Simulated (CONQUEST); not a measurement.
## KCl (Sylvite) under changes of volume

One of the cells (31.151 Å³/atom); the others are scaled copies at fixed shape and fractional positions:

```
CELL_PARAMETERS angstrom
4.44978 0.00000 0.00000
0.00000 4.44978 0.00000
0.00000 0.00000 6.29294
ATOMIC_POSITIONS crystal
K 0.00000 0.00000 0.00000
K 0.50000 0.50000 0.50000
Cl 0.00000 0.00000 0.50000
Cl 0.50000 0.50000 0.00000
```

```yaml
Program: CONQUEST 1.3
Functional: PBEsol
Potentials_or_basis: PseudoDojo NC PBEsol, DZP, grid of 48 × 48 × 60 points
k_mesh: 6 × 6 × 4
Occupations: fermi-dirac, width 0.05 eV
Spin: no spin polarisation
```

| volume (Å³/atom) | energy over the lowest point (meV/atom) | pressure (GPa) | gap on the mesh (eV) |
| --- | --- | --- | --- |
| 29.282 | ? | ? | ? |
| 29.905 | 1.25 | 0.5 | 5.23 |
| 30.528 | 0.00 | 0.1 | 5.16 |
| 31.151 | 0.70 | -0.4 | 5.09 |
| 31.774 | 2.99 | -0.8 | 5.03 |
| 32.397 | 6.47 | -1.0 | 4.97 |
| 33.020 | 10.83 | -1.2 | 4.90 |

Question: What does the run at 29.282 Å³/atom give?

Answer: Energy over the lowest point 3.33 meV/atom; pressure 0.7 GPa; gap on the mesh 5.31 eV.

Worked out: A Birch-Murnaghan fit of order 3 (a polynomial in V^(-2/3)) to the other rows has its minimum at 30.59 Å³/atom with B0 = V·E''(V) = 24 GPa (rough, since the energies scatter). It gives 5.00 meV/atom at 29.282 Å³/atom, against the run's 3.33, and -dE/dV = 1.3 GPa, against 0.7. A straight line through the other rows of the gap, of slope -3.29 eV per unit of ln V, extrapolates to 5.30 eV, against the run's 5.31.

Energies are extrapolated to zero smearing.

Caveats: the basis of atomic orbitals isn't converged, which shifts pressures, moduli and gaps; the real-space grid breaks the cell's symmetry a little (some runs).

A mesh can miss the band edges.
